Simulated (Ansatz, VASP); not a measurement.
AlN: VASP beside Ansatz

```
Al N
1.0
     3.11100    0.00000    0.00000
    -1.55550    2.69421    0.01684
     0.00000    0.03111    4.97800
Al N
2 2
Direct
  0.33333 0.66667 0.00000
  0.66667 0.33333 0.50000
  0.33333 0.66667 0.38500
  0.66667 0.33333 0.88500
```

Change from the starting cell: strain +0.0125 x Voigt [0, 0, 0, 1, 0, 0], atoms carried along.

Alike in both runs: task single point; functional PBE; k mesh 12 × 12 × 6; occupations gaussian, width 0.05 eV; no spin polarisation.

|  | VASP | Ansatz |
| --- | --- | --- |
| version | VASP 6.6.1 | Ansatz 0.2.0 |
| potentials or method | VASP PAW PBE potentials, release 64 (Al, N) | scalar-relativistic, plane waves, PAW |
| plane-wave cutoff (eV) | 520 | 420 |
| valence electrons in the cell | 16 | 16 |

|  | VASP | Ansatz | Ansatz less VASP |
| --- | --- | --- | --- |
| gap on the k mesh at the Fermi level (eV) | 4.16 | 4.15 | -0.011 |
| least direct gap on the mesh (eV) | 4.16 | 4.15 | -0.011 |
| pressure (GPa) | 3.8 | 4.1 | +0.25 |
| largest component of the traceless stress (GPa) | 1.62 | 1.61 | -0.010 |
| rms of the force components (eV/Å) | 0.112 | 0.112 | -0.0007 |

Atom by atom the forces differ by 0.001 eV/Å (rms over components).

A k mesh can miss the band edges.
